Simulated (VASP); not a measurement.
Input of a VASP 6.6.1 run:

Contents of INCAR:

```
SYSTEM = CdS
PREC     = Accurate       ! precision mode
ENCUT    = 520            ! plane-wave cutoff, eV
EDIFF    = 1E-7           ! SCF threshold, eV
ISMEAR   = 0              ! smearing method
SIGMA    = 0.02           ! smearing width, eV
LREAL    = .FALSE.        ! projectors in reciprocal space
LASPH    = .TRUE.         ! aspherical terms in the spheres
NELM     = 60             ! most SCF steps
ALGO     = Fast           ! electronic algorithm
ISIF     = 2              ! what is computed and relaxed
LWAVE    = .FALSE.        ! write WAVECAR
LCHARG   = .FALSE.        ! write CHGCAR
GGA      = PE             ! functional
NBANDS   = 16             ! bands
```

Contents of KPOINTS:

```
Automatic mesh
0
G
  4 4 4
  0 0 0
```

POSCAR

```
CdS
1.0
    0.0000000000      2.9165000000      2.9165000000
    2.9165000000      0.0000000000      2.9165000000
    2.9165000000      2.9165000000      0.0000000000
Cd S
1 1
Direct
    0.0000000000      0.0000000000      0.0000000000
    0.2500000000      0.2500000000      0.2500000000
```

Potentials or basis: VASP PAW PBE potentials, release 64 (Cd, S).

The run is started by

```bash
$ cat potpaw_PBE.64/Cd/POTCAR potpaw_PBE.64/S/POTCAR > POTCAR
$ mpirun -np 1 vasp_std > vasp.out
```

Estimate the pressure.

3.4 GPa.

What does it give for the band gap on the k mesh?

1.14 eV, direct.

Caveat: the k mesh is coarse (spacing up to 0.47 Å⁻¹), so the values aren't converged. As with any semilocal functional, this PBE gap is likely too small.
